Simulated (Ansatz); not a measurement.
Abridged Ansatz (an electronic-structure program) output:

```
Relaxation: its limit of steps is 60 (relax.max_steps)
Pseudopotential: In, paw, valence charge 13
Pseudopotential: N, paw, valence charge 5
Crystal: 4 atoms, lattice volume = 63.795 Å³
Basis set: ecut = 420 eV, 1237 PW (Γ), exchange–correlation on 48×48×80 points (8 copies of the dense FFT grid, shifted against one another)
Bands: 22, of which v1, the nominal top of the filled ones, is band 18 counted from 1 (17 counted from 0)
Symmetry: 12 space group operations
k-points: 64 of 726 (time reversal used)
Functional: x = pbe(κ = 0.804, μ = 0.2195149727645171), c = pbe(β = 0.06672455060314922)
SCF iter   1: F=—  HF=-11963.242572 eV  |F-HF|=—  |Δ(HF+E_count)|=         —  Δρ=2.64e-3  dr2=5.69e-3  ethr=1.77e-3  ⟨swp⟩=6.0  Hψ=6339  notcnv=0
SCF iter   2: F=—  HF=-11963.241708 eV  |F-HF|=—  |Δ(HF+E_count)|=   8.64e-4  Δρ=9.25e-4  dr2=3.06e-4  ethr=1.58e-5  ⟨swp⟩=2.0  Hψ=2315  notcnv=0
SCF 1 converged in 6 iterations: F = -11963.241881 eV  dr2 = 1.07e-8
relax step   1: F+E_penalty+E_count = -11963.24188064 eV  Δ(F+E_penalty+E_count) = +0.000e0 eV  max|allowed force component| = 1.190e-3 eV/Å  Δτ_max = 0.0000 Å  P = +0.900 GPa  Ω = 63.795 Å³  (6 SCF iters, dr2 threshold 1.00e-7 eV, accepted)
[... steps on the carried basis left out ...]
relax step   6: F+E_penalty+E_count = -11963.23629613 eV  Δ(F+E_penalty+E_count) = +3.860e-5 eV  max|allowed force component| = 7.828e-4 eV/Å  Δτ_max = 0.0000 Å  P = +2.099 GPa  Ω = 63.203 Å³  stress off target by 3.92e-3 GPa  SCF on the basis re-selected at this cell (its energy is not comparable with the rows above)  (6 SCF iters)
SCF converged after 6 iterations
Free energy (F): -11963.236296 eV
Internal energy: -11963.235688 eV  (E = F + TS)
E sigma→0 (E₀):  -11963.235992 eV
Entropy (-TS):   -0.000608 eV (-0.152 meV/atom)
Fermi energy:    9.325099 eV
--- Forces (eV/Å), atoms counted from 1 ---
  atom   1  In    -0.00000000     0.00000000     0.00078236
  atom   2  In     0.00000000    -0.00000000     0.00078236
  atom   3  N      0.00000000     0.00000000    -0.00078327
  atom   4  N      0.00000000    -0.00000000    -0.00078327
--- Stress (GPa, compression-positive) ---
        2.097112      -0.000000       0.000000
       -0.000000       2.097112       0.000000
        0.000000       0.000000       2.103918
  P = ⅓ Tr σ = 2.0994 GPa (20.994 kbar)
--- Relaxed structure (4 steps of the walk, 4 accepted, 2 SCFs on fresh bases) ---
  cell:  # Å, volume = 63.2028 Å³
    - [3.561284998224506, 2.8780106234197588e-11, 2.319015214077385e-46]
    - [-1.7806424991371772, 3.0841632785644517, 2.4851269511356563e-35]
    - [0.0, 9.27536853962078e-35, 5.754293602241361]
  atoms:
    - { symbol: In, position: [0.6666666666666666, 0.33333333333333326, 0.5020149118259877] }
    - { symbol: In, position: [0.3333333333333333, 0.6666666666666665, 0.002014911825987759] }
    - { symbol: N, position: [0.6666666666666666, 0.33333333333333326, 0.12318508817401225] }
    - { symbol: N, position: [0.3333333333333333, 0.6666666666666665, 0.6231850881740123] }
```

**Question.** What was computed, and what are the main results?

**Answer.** InN, 4 atoms in the cell, with PBE in Ansatz (plane waves to 420 eV, PAW, no spin-orbit coupling), from a series relaxed to a target (pressure 2.1 GPa). The last SCF converged to F = -11963.236296 eV, or -2990.8091 eV per atom, at a pressure of 2.10 GPa. The total energy compares only with runs of the same code, potentials and settings.

A case with no gap was solved on a k-mesh chosen for an insulator, which is coarse for it. Load acts through the strain it causes; cell and atoms are relaxed under it. Whether these cells are dynamically stable was not tested. Tetrahedral semiconductors of this kind turn to denser phases somewhere between about 1 and 50 GPa; those were not computed, so compressed cells here can lie past the real transition. All final runs are without spin polarisation. The cell was made from InN in the wurtzite structure (space group P6_3mc, No. 186) by this change: pressure 2.1 GPa.

Keys are those of Ansatz 0.2.
